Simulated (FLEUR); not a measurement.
Pt: equation of state with r2SCAN

The system is Pt.

```xyz
1
Lattice="0.0000 1.9609 1.9609 1.9609 0.0000 1.9609 1.9609 1.9609 0.0000" Properties=species:S:1:pos:R:3 pbc="T T T"
Pt    0.0000    0.0000    0.0000
```

```json
{
  "Program": "FLEUR MaX-R8.1 (later development tree)",
  "Task": "equation of state",
  "Functional": "r2SCAN",
  "Potentials or basis": "all-electron",
  "Basis": "FLAPW",
  "Kmax": "4.12 1/bohr",
  "k mesh": "12 × 12 × 12",
  "Occupations": "fermi-dirac, width 0.05 eV",
  "Spin": "no spin polarisation"
}
```

```yaml
Equilibrium_volume: 15.31 Å³/atom
Bulk_modulus: 271 GPa
```

Energy against volume, from the lowest point:
```csv
volume (Å³/atom),energy (meV/atom)
14.175,81.46
14.477,40.50
15.080,0.00
15.683,4.22
15.985,19.80
```

Caveat: the meta-GGA is that of a development version, with a GGA for the radial functions and cores and without core tails. Zero-point motion and thermal expansion aren't in these numbers.
